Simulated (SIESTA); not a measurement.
# AlN (P6_3mc) in SIESTA: further runs, part 2 of 2

SIESTA 5.4.2. Earlier steps stand in the parts before.

## (3) Band structure, BLYP

The input, AlN.fdf:

```
SystemName                      AlN
SystemLabel                     AlN
NumberOfSpecies                 2
NumberOfAtoms                   4
%block ChemicalSpeciesLabel
  1  13 Al
  2   7 N
%endblock ChemicalSpeciesLabel

LatticeConstant                 1.0 Ang
%block LatticeVectors
     3.1130000000     0.0000000000     0.0000000000
    -1.5565000000     2.6959370820     0.0000000000
     0.0000000000     0.0000000000     4.9810000000
%endblock LatticeVectors
AtomicCoordinatesFormat         Fractional
%block AtomicCoordinatesAndAtomicSpecies
     0.6666666667     0.3333333333     0.5000000000  1  Al
     0.3333333333     0.6666666667     0.0000000000  1  Al
     0.6666666667     0.3333333333     0.8800000000  2  N
     0.3333333333     0.6666666667     0.3800000000  2  N
%endblock AtomicCoordinatesAndAtomicSpecies

%block kgrid.MonkhorstPack
   10   0   0  0.0
    0  10   0  0.0
    0   0   6  0.0
%endblock kgrid.MonkhorstPack
XC.Functional                   GGA
XC.Authors                      BLYP
PAO.BasisSize                   DZP
PAO.EnergyShift                 0.003 Ry
Mesh.Cutoff                     800 Ry
OccupationFunction              FD
ElectronicTemperature           0.05 eV
MaxSCFIterations                120
SCF.MustConverge                false
SCF.Mixer.Method                Pulay
SCF.Mixer.Weight                0.25
SCF.Mixer.History               8
SCF.DM.Tolerance                5.0e-05
SCF.H.Tolerance                 1.0e-03 eV
WriteForces                     true
Charge.Mulliken                 end
Charge.Hirshfeld                end
Charge.Voronoi                  end
SaveRho                         true
SaveElectrostaticPotential      true
BandLinesScale                  ReciprocalLatticeVectors
%block BandLines
    1    0.000000   0.000000   0.000000  \Gamma
   11    0.500000   0.000000   0.000000  M
    7    0.333333   0.333333   0.000000  K
   13    0.000000   0.000000   0.000000  \Gamma
    6    0.000000   0.000000   0.500000  A
   11    0.500000   0.000000   0.500000  L
    7    0.333333   0.333333   0.500000  H
   13    0.000000   0.000000   0.500000  A
    1    0.500000   0.000000   0.500000  L
    6    0.500000   0.000000   0.000000  M
    1    0.333333   0.333333   0.000000  K
    6    0.333333   0.333333   0.500000  H
%endblock BandLines
```

Potentials or basis: PseudoDojo 0.4 standard (PBE files), DZP (energy shift 0.003 Ry).

Run with:

```console
$ siesta < AlN.fdf > AlN.out 2>&1
```

It took 2.4 min on 1 thread of Intel Xeon 6975P-C (Granite Rapids), shared host; peak memory 0.51 GiB.

It converged, with:

```yaml
Free_energy: -692.8681 eV
Pressure: 9.7 GPa
Largest_force: 0.123 eV/Å
Band_gap_on_the_k_mesh: 4.66 eV, direct
Band_gap_along_the_path: 4.66 eV, direct
Hirshfeld_charges: Al +0.38; N -0.38 e
Voronoi_charges: Al +0.48; N -0.48 e
```

Forces on the atoms (eV/Å):
```
Al   0.000  0.000 -0.123
Al   0.000  0.000 -0.123
N    0.000  0.000  0.123
N    0.000  0.000  0.123
```

Stress tensor (GPa, compression positive):
```
 8.96  0.00  0.00
 0.00  8.96  0.00
 0.00  0.00 11.13
```

Levels at the corners of the path, in eV from the valence-band top:
```csv
point,band 5,band 6,band 7,band 8,band 9,band 10,band 11,band 12
Γ,-0.87,-0.24,-0.24,0.00,4.66,7.01,11.22,11.31
M,-3.33,-2.11,-1.77,-0.72,6.05,6.08,8.59,10.56
K,-3.74,-2.45,-2.39,-2.39,5.34,8.59,10.02,10.02
Γ,-0.87,-0.24,-0.24,0.00,4.66,7.01,11.22,11.31
A,-0.58,-0.58,-0.58,-0.58,6.88,6.88,10.77,10.77
L,-1.48,-1.48,-1.39,-1.39,5.62,5.62,9.60,9.60
H,-3.81,-3.81,-0.84,-0.84,7.71,7.71,8.16,8.16
A,-0.58,-0.58,-0.58,-0.58,6.88,6.88,10.77,10.77
L,-1.48,-1.48,-1.39,-1.39,5.62,5.62,9.60,9.60
M,-3.33,-2.11,-1.77,-0.72,6.05,6.08,8.59,10.56
K,-3.74,-2.45,-2.39,-2.39,5.34,8.59,10.02,10.02
H,-3.81,-3.81,-0.84,-0.84,7.71,7.71,8.16,8.16
```

Caveat: Mulliken charges of long-ranged orbitals can have an unphysical sign; the potentials were made for another functional, which shifts forces and pressure; the basis of atomic orbitals isn't converged, which shifts pressures, moduli and gaps.

## (4) Band structure, PBE

Edit AlN.fdf of step 3 so:

```diff
@@ -29,5 +29,5 @@
 XC.Functional                   GGA
-XC.Authors                      BLYP
-PAO.BasisSize                   DZP
-PAO.EnergyShift                 0.003 Ry
+XC.Authors                      PBE
+PAO.BasisSize                   SZ
+PAO.EnergyShift                 0.01 Ry
 Mesh.Cutoff                     800 Ry
@@ -44,6 +44,2 @@
 Charge.Mulliken                 end
-Charge.Hirshfeld                end
-Charge.Voronoi                  end
-SaveRho                         true
-SaveElectrostaticPotential      true
 BandLinesScale                  ReciprocalLatticeVectors
```

Potentials or basis: PseudoDojo 0.4 standard (PBE files), SZ (energy shift 0.01 Ry).

Run with:

```console
$ siesta < AlN.fdf > AlN.out 2>&1
```

It took 19 s on 1 thread of Intel Xeon 6975P-C (Granite Rapids), shared host; peak memory 0.26 GiB.

Results (log left out):

```
Free energy             : -692.5461 eV
Pressure                : 22.9 GPa
Largest force           : 0.104 eV/Å
Band gap on the k mesh  : 4.04 eV, direct
Band gap along the path : 4.04 eV, direct
```

Forces in eV/Å, atoms in the order of the input:
```
Al   0.000  0.000 -0.103
Al   0.000  0.000 -0.103
N    0.000  0.000  0.104
N    0.000  0.000  0.104
```

Stress tensor (GPa, compression positive):
```
21.19  0.00  0.00
 0.00 21.19  0.00
 0.00  0.00 26.27
```

Levels at the corners of the path, in eV from the valence-band top:
| point | band 5 | band 6 | band 7 | band 8 | band 9 | band 10 | band 11 | band 12 |
| --- | --- | --- | --- | --- | --- | --- | --- | --- |
| Γ | -1.09 | -0.14 | -0.14 | 0.00 | 4.04 | 7.11 | 11.44 | 11.96 |
| M | -3.95 | -2.68 | -2.25 | -0.91 | 7.45 | 8.28 | 9.38 | 11.72 |
| K | -4.37 | -2.95 | -2.95 | -2.77 | 8.34 | 9.95 | 10.92 | 10.92 |
| Γ | -1.09 | -0.14 | -0.14 | 0.00 | 4.04 | 7.11 | 11.44 | 11.96 |
| A | -0.62 | -0.62 | -0.62 | -0.62 | 6.53 | 6.53 | 12.83 | 12.83 |
| L | -1.90 | -1.90 | -1.64 | -1.64 | 6.58 | 6.58 | 12.14 | 12.14 |
| H | -4.53 | -4.53 | -1.15 | -1.15 | 9.30 | 9.30 | 9.55 | 9.55 |
| A | -0.62 | -0.62 | -0.62 | -0.62 | 6.53 | 6.53 | 12.83 | 12.83 |
| L | -1.90 | -1.90 | -1.64 | -1.64 | 6.58 | 6.58 | 12.14 | 12.14 |
| M | -3.95 | -2.68 | -2.25 | -0.91 | 7.45 | 8.28 | 9.38 | 11.72 |
| K | -4.37 | -2.95 | -2.95 | -2.77 | 8.34 | 9.95 | 10.92 | 10.92 |
| H | -4.53 | -4.53 | -1.15 | -1.15 | 9.30 | 9.30 | 9.55 | 9.55 |

Caveat: the basis has no polarisation orbitals; so large a pressure means that the cell lies far from this level's equilibrium, or that cutoff or potentials fall short; the basis of atomic orbitals isn't converged, which shifts pressures, moduli and gaps. PBE gaps usually lie below the measured ones, often by a third to a half.

## (5) The reference run

An earlier run on the cell as given: functional PBE; potentials or basis PseudoDojo 0.4 standard (PBE files); basis DZP (energy shift 0.003 Ry); grid cutoff 800 Ry; energy shift 0.003 Ry; k mesh 10 × 10 × 6; occupations fermi-dirac, width 0.05 eV; no spin polarisation.

- Pressure: 5.1 GPa
- Largest force: 0.134 eV/Å
- Band gap on the k mesh: 4.34 eV, direct

## (6) Summary

```csv
task,level,potentials or basis,energy shift,gap on the mesh (eV),pressure (GPa),largest force (eV/Å)
band structure,PBE,"SG15 1.2 with PseudoDojo 0.4 standard (PBE files), DZP (energy shift 0.003 Ry)",0.003 Ry,4.34,4.9,0.13
band structure,BLYP,"PseudoDojo 0.4 standard (PBE files), DZP (energy shift 0.003 Ry)",0.003 Ry,4.66,9.7,0.12
band structure,PBE,"PseudoDojo 0.4 standard (PBE files), SZ (energy shift 0.01 Ry)",0.01 Ry,4.04,22.9,0.10
single point,PBE,"PseudoDojo 0.4 standard (PBE files), DZP (energy shift 0.003 Ry)",0.003 Ry,4.34,5.1,0.13
```

Alike in all rows: no spin polarisation; cell as given; k mesh 10 × 10 × 6; smearing fermi-dirac 0.05 eV; grid cutoff 800 Ry.

Caveats: the basis of atomic orbitals isn't converged, which shifts pressures, moduli and gaps; the potentials were made for another functional, which shifts forces and pressure (some runs); the basis has no polarisation orbitals (some runs); so large a pressure means that the cell lies far from this level's equilibrium, or that cutoff or potentials fall short (some runs).

Total energies depend on the potentials used, so only differences within one code and one set of settings carry meaning.

## (7) Comparison with measurements

Step 2. Against the measured gap of AlN, 6.0343 eV (an exciton energy, a little under the gap; 0 K; quoted in “Structural and optical properties of self-assembled AlN nanowires grown on SiO2/Si substrates by molecular beam epitaxy”, 2024, arxiv:2402.00216), the calculated 4.34 eV is off by -1.69 eV. 2 values of this kind are on record (6.034 to 6.0343 eV); this one was drawn at random. The value is that of PBE in an atomic basis (SG15 1.2 with PseudoDojo 0.4 standard (PBE files), DZP (energy shift 0.003 Ry)), whose error adds to the functional's,, without temperature or zero-point motion. Semilocal functionals fall short of measured gaps as a rule.

Step 3. Against the measured gap of AlN, 6.0343 eV (an exciton energy, a little under the gap; 0 K; quoted in “Structural and optical properties of self-assembled AlN nanowires grown on SiO2/Si substrates by molecular beam epitaxy”, 2024, arxiv:2402.00216), the calculated 4.66 eV is off by -1.38 eV. 2 values of this kind are on record (6.034 to 6.0343 eV); this one was drawn at random. The value is that of BLYP in an atomic basis (PseudoDojo 0.4 standard (PBE files), DZP (energy shift 0.003 Ry)), whose error adds to the functional's,, without temperature or zero-point motion. Semilocal functionals fall short of measured gaps as a rule.
